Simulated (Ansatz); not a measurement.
# Na: strong compression

How does Na (hP4 type) answer strong compression? Methods of the runs shown: PAW. Its runs: cell relaxed at zero pressure (PAW); volume scaled by 1 (PAW); shape and atoms relaxed at 0.88 of the volume (PAW); volume scaled by 0.88 (PAW); shape and atoms relaxed at 0.78 of the volume (PAW); volume scaled by 0.78 (PAW and PAW (cutoff 600 eV)); shape and atoms relaxed at 0.68 of the volume (PAW); volume scaled by 0.68 (PAW); shape and atoms relaxed at 0.43 of the volume (PAW); volume scaled by 0.43 (PAW and PAW (cutoff 250 eV)).

Method: DFT, PBE, PAW with Ansatz's default frozen-core files, scalar-relativistic, in Ansatz 0.2.0.

1 further run of the same task is left out (set aside as unsound or not needed).

**1. The structure to begin with**

It takes space group P6_3/mmc (No. 194, hexagonal). Conventional cell: a = 4.936 Å, b = 4.936 Å, c = 7.009 Å, α = 90.00°, β = 90.00°, γ = 120.00°. Na (site symmetry -3m) is surrounded by 8 Na at 3.35 to 3.50 Å. Around Na (site symmetry -6m2) lie 6 Na at 3.35 Å.

As a file:

```xyz
4
Lattice="4.9358 0.0000 0.0000 -2.4679 4.2745 0.0000 0.0000 0.0000 7.0088" Properties=species:S:1:pos:R:3 pbc="T T T"
Na    0.0000    0.0000    0.0000
Na    0.0000    0.0000    3.5044
Na    0.0000    2.8497    1.7522
Na    2.4679    1.4248    5.2566
```

Whether this phase is the stable one at these pressures isn't tested.

Atoms are numbered in the order of the input: Na1, Na2, Na3, Na4.

**2. Cell relaxed at zero pressure, PAW**

input.yaml reads:

```yaml
crystal:
  lattice:
    - [4.9357784436, 0.0, 0.0]
    - [-2.4678892218, 4.2745095196, 0.0]
    - [0.0, 0.0, 7.0088053898]
  atoms:
    - { symbol: Na, position: [0.0, 0.0, 0.0] }
    - { symbol: Na, position: [0.0, 0.0, 0.5] }
    - { symbol: Na, position: [0.3333333333, 0.6666666667, 0.25] }
    - { symbol: Na, position: [0.6666666667, 0.3333333333, 0.75] }
kpoints:
  mp_grid: { grid: [8, 8, 5] }
scf:
  occupations: { method: fermi_dirac, width: 0.1 }
hamiltonian:
  xc: pbe
  pseudopotentials: { kind: paw }
output:
  forces: true
  stress: true
  write_density: true
  write_potential: true
  elf: true
  volumetric_format: npy
relax:
  f_tol: 0.005
  max_steps: 40
  cell: {}
```

The run is started by

```
> ansatz run input.yaml --threads 1 --pin off --max-ram 3072MiB --backend cpu --events-out ev --progress --plain --runs-dir out
```

After this run come: Volume scaled by 1, PAW; Shape and atoms relaxed at 0.88 of the volume, PAW; Volume scaled by 0.88, PAW; Shape and atoms relaxed at 0.78 of the volume, PAW; Volume scaled by 0.78, PAW; Volume scaled by 0.78, PAW (cutoff 600 eV); Shape and atoms relaxed at 0.68 of the volume, PAW; Volume scaled by 0.68, PAW; Shape and atoms relaxed at 0.43 of the volume, PAW; Volume scaled by 0.43, PAW; Volume scaled by 0.43, PAW (cutoff 250 eV).

What does the calculation give? Wanted: PAW pressure at 0.43 of the volume; fitted bulk modulus at zero pressure.

As calculated:

| quantity | value |
| --- | --- |
| PAW pressure at 0.43 of the volume | 31.8 GPa |
| PAW (cutoff 250 eV) pressure at 0.43 of the volume | 31.7 GPa |
| fitted bulk modulus at zero pressure (PAW) | 7.5 GPa |
| its pressure derivative | 3.84 |

**Reading.** At 0.43 of the starting volume PAW gives 32 GPa. One third-order Birch-Murnaghan curve follows these points (B₀ = 7.5 GPa, B′ = 3.84, misfit at most 0.01 GPa). A fit over so wide a range leans to the high pressures, so B₀ can be off by several per cent. No all-electron run checks these rows here, and frozen cores can fail under such compression. The ions are at rest, and the electrons smeared by 0.1 eV.
